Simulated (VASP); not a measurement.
## TePb in VASP 6.6.1, relaxation

INCAR

```
EDIFF = 1E-7
GGA = CA
NBANDS = 17
LASPH = .TRUE.
EDIFFG = -5E-3
NELM = 66
ISIF = 3
LWAVE = .FALSE.
ENCUT = 600
IBRION = 2
PREC = Accurate
SIGMA = 0.02
NSW = 40
AMIX = 0.2
LREAL = .FALSE.
LCHARG = .FALSE.
BMIX = 0.0001
ISMEAR = -1
```

KPOINTS

```
KPOINTS created by Atomic Simulation Environment
0
Gamma
6 6 6
0 0 0
```

POSCAR

```
Pb Te
 1.0000000000000000
     0.0000000000000000    3.2846542105862091    3.2846542105862091
     3.2846542105862091    0.0000000000000000    3.2846542105862091
     3.2846542105862091    3.2846542105862091    0.0000000000000000
 Pb  Te
   1   1
Cartesian
  0.0000000000000000 -0.0000000000000000 -0.0000000000000000
  3.2846542105862091  3.2846542105862091  3.2846542105862091
```

The recommended LDA PAW datasets give the neutral cell 20 valence electrons.

Command

```
mpirun -np 1 vasp_std
```

Question: How does this run end, and what does it give?

Answer: It converged. Results: relaxed cell vector lengths 4.516, 4.516, 4.516 Å; relaxed cell volume 65.11 Å³.

OSZICAR

```
N       E                     dE             d eps       ncg     rms          rms(c)
DAV:   1     0.162803744938E+03    0.16280E+03   -0.98602E+03   544   0.123E+03
DAV:   2     0.252990820071E+01   -0.16027E+03   -0.15468E+03   570   0.308E+02
DAV:   3    -0.854048269959E+01   -0.11070E+02   -0.11011E+02   724   0.878E+01
DAV:   4    -0.884791002286E+01   -0.30743E+00   -0.30726E+00   710   0.162E+01
DAV:   5    -0.886004722254E+01   -0.12137E-01   -0.12137E-01   770   0.280E+00    0.301E+00
DAV:   6    -0.874691058894E+01    0.11314E+00   -0.14372E-01   816   0.261E+00    0.239E+00
DAV:   7    -0.871094118547E+01    0.35969E-01   -0.19870E-01   752   0.266E+00    0.146E+00
DAV:   8    -0.871156153338E+01   -0.62035E-03   -0.37886E-02   675   0.181E+00    0.208E-01
DAV:   9    -0.870954033273E+01    0.20212E-02   -0.15273E-02   825   0.978E-01    0.103E-01
DAV:  10    -0.870947986003E+01    0.60473E-04   -0.80964E-04   688   0.168E-01    0.989E-02
...
DAV:   2    -0.883407135508E+01    0.75745E-01   -0.96300E-02   690   0.480E+00    0.127E+00
DAV:   3    -0.877587751369E+01    0.58194E-01   -0.21955E-01   674   0.714E+00    0.153E-01
DAV:   4    -0.877605156387E+01   -0.17405E-03   -0.34032E-03   551   0.504E-01    0.146E-01
DAV:   5    -0.877599262491E+01    0.58939E-04   -0.46831E-04   578   0.153E-01    0.101E-01
DAV:   6    -0.877601909803E+01   -0.26473E-04   -0.11461E-04   600   0.645E-02    0.623E-02
DAV:   7    -0.877603439960E+01   -0.15302E-04   -0.29868E-05   668   0.317E-02    0.201E-02
DAV:   8    -0.877603479157E+01   -0.39197E-06   -0.10737E-06   665   0.696E-03    0.109E-02
DAV:   9    -0.877603450600E+01    0.28557E-06   -0.56442E-07   653   0.638E-03    0.163E-03
DAV:  10    -0.877603451037E+01   -0.43733E-08   -0.24878E-08   301   0.177E-03
   3 F= -.87760345E+01 E0= -.87760345E+01  d E =-.666687E-01
```

Standard output (part)

```
POSCAR found type information on POSCAR PbTe
 POSCAR found :  2 types and       2 ions
 LDA part: xc-table for (Slater(with rela. corr.)+CA(PZ))
 , standard interpolation
 POSCAR, INCAR and KPOINTS ok, starting setup
 WAVECAR not read
 entering main loop
 curvature:   0.00 expect dE= 0.000E+00 dE for cont linesearch  0.000E+00
 search vector abs. value=  0.167E+00
 bond charge predicted
 trial-energy change:   -0.059074  1 .order   -0.052721   -0.166998    0.061557
 bond charge predicted
 curvature:  -0.36 expect dE=-0.168E-06 dE for cont linesearch -0.168E-06
 search vector abs. value=  0.466E-06
 reached required accuracy - stopping structural energy minimisation
```

```
ionic step  ΔE (meV/atom)  volume (Å³)  largest force (eV/Å)  pressure (GPa)  electronic steps
         1            0.0        70.88                 0.000           -3.43                15
         2          -29.5        63.37                 0.000            1.42                11
         3          -33.3        65.11                 0.000            0.01                10
```

For comparison, a separate LDA relaxation on usual settings, not on those above, ends at 65.12 Å³.
